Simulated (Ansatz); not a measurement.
# Y: the cost of one run

Computed with Ansatz 0.2.0 through its Python package. Level of theory: DFT PBE, plane waves, PAW.

This is Y in the bcc structure; at room conditions it is hcp.

### 1 The structure

Y Im-3m: The structure is cubic, space group Im-3m (No. 229). Conventional cell: a = 4.040 Å, b = 4.040 Å, c = 4.040 Å, α = 90.00°, β = 90.00°, γ = 90.00°. Y (site symmetry m-3m) has 8 Y at 3.50 Å as nearest neighbours.

Y Pm-3m: Symmetry: Pm-3m, No. 221, cubic system. Conventional cell: a = 3.310 Å, b = 3.310 Å, c = 3.310 Å, α = 90.00°, β = 90.00°, γ = 90.00°. Y (site symmetry m-3m) is surrounded by 6 Y at 3.31 Å.

No structure file is read: the coordinates are typed or built in the script.

### 2 The code

The input, y.py:

```python
"""Pressure at which two phases of Y cross."""

import csv
import warnings

import ansatz as az
import numpy as np


def bcc(first, a):
    return (
        az.Lattice.bcc(a)
        .space_group(229)
        .atom(first, (0, 0, 0))
        .primitive()
    )


def sc(A, a):
    return (
        az.Lattice.cubic(a)
        .space_group(221)
        .atom(A, (0, 0, 0))
    )


def solve(name, crystal, pressure=0.0):
    calc = (
        crystal.calculation()
        .functional("pbe")
        .basis(460)
        .kpoints(spacing=0.33)
        .occupations("cold", width=0.1)
    )
    calc = calc.relax(force_tolerance=0.02, cell=True, pressure=pressure)
    return calc.run(threads=1)


def volume_per_atom(outcome):
    return abs(np.linalg.det(outcome.lattice.cell_ang)) / len(outcome.lattice.sites)


def main() -> None:
    warnings.simplefilter("ignore", az.DeckWarning)

    phases = {}
    phases["bcc"] = bcc("Y", 4.04)
    phases["sc"] = sc("Y", 3.31)

    # H = E + PV, with 1 eV per cubic angstrom equal to 160.2 GPa
    pressures = [0, 15, 30, 45]
    enthalpy, volume = {name: [] for name in phases}, {name: [] for name in phases}
    for p in pressures:
        for name, crystal in phases.items():
            o = solve(name, crystal, pressure=p)
            volume[name].append(volume_per_atom(o))
            enthalpy[name].append(o.report["energy_sigma0_ev"] / len(o.lattice.sites) + p * volume[name][-1] / 160.21766)
    gap = np.array(enthalpy["sc"]) - np.array(enthalpy["bcc"])
    rows = [(p, va, vb, 1000 * d) for p, va, vb, d in zip(pressures, volume["bcc"], volume["sc"], gap)]
    with open("transition.csv", "w", newline="") as handle:
        writer = csv.writer(handle)
        writer.writerow(["P (GPa)", "V bcc (A^3/atom)", "V sc (A^3/atom)", "H(sc) - H(bcc) (meV/atom)"])
        writer.writerows([round(v, 4) if isinstance(v, float) else v for v in row] for row in rows)
    print(open("transition.csv").read())
    crossings = [p0 - g0 * (p1 - p0) / (g1 - g0) for p0, p1, g0, g1 in zip(pressures, pressures[1:], gap, gap[1:]) if g0 * g1 < 0]
    print("crossing near", [round(float(p), 1) for p in crossings], "GPa") if crossings else print("no crossing in this range")


if __name__ == "__main__":
    main()
```

### 3 The calls as engine input

The engine receives this input (first run):

```yaml
crystal:
  lattice:
    bravais: bcc
    a: 4.04
  space_group: 229
  atoms:
    - { symbol: "Y", position: [0.0, 0.0, 0.0] }
  reduce_to_primitive: true
basis:
  ecutwfc: 460.0
kpoints:
  mp_grid:
    kspacing: 0.33
hamiltonian:
  xc: pbe
scf:
  occupations:
    method: cold
    width: 0.1
relax:
  f_tol: 0.02
  cell:
    p_target: 0.0
```

### 4 The run

Started as:

```
python y.py
```

What time and memory should one allow on 1 thread of Arm Neoverse V2, shared host?

About 20 s, with a peak of 0.36 GiB.
